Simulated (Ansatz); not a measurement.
Crystal: Ge.

```xyz
2
Lattice="-2.5745 2.5745 1.3974 2.5745 -2.5745 1.3974 2.5745 2.5745 -1.3974" Properties=species:S:1:pos:R:3 pbc="T T T"
Ge    0.0000    0.0000    1.3974
Ge    2.5745    0.0000    0.6987
```

This isn't the form of Ge at room conditions, which is diamond.

Base run:

```yaml
Program: Ansatz 0.2.0
Functional: PBE
Potentials_or_basis: all-electron LAPW, scalar-relativistic
Cutoff: 254 eV (chosen from the basis error)
Basis_error_allowed: 0.001 eV/atom
k_mesh: 11 × 11 × 11
Occupations: gaussian, width 0.023 eV
Spin: no spin polarisation
```

Its results: pressure 3.3 GPa.

Q: The run is repeated on the same cell with these changes: functional from PBE to BLYP; occupations from gaussian, width 0.023 eV to fermi-dirac, width 0.05 eV. What comes out?

A: Pressure 9.7 GPa.
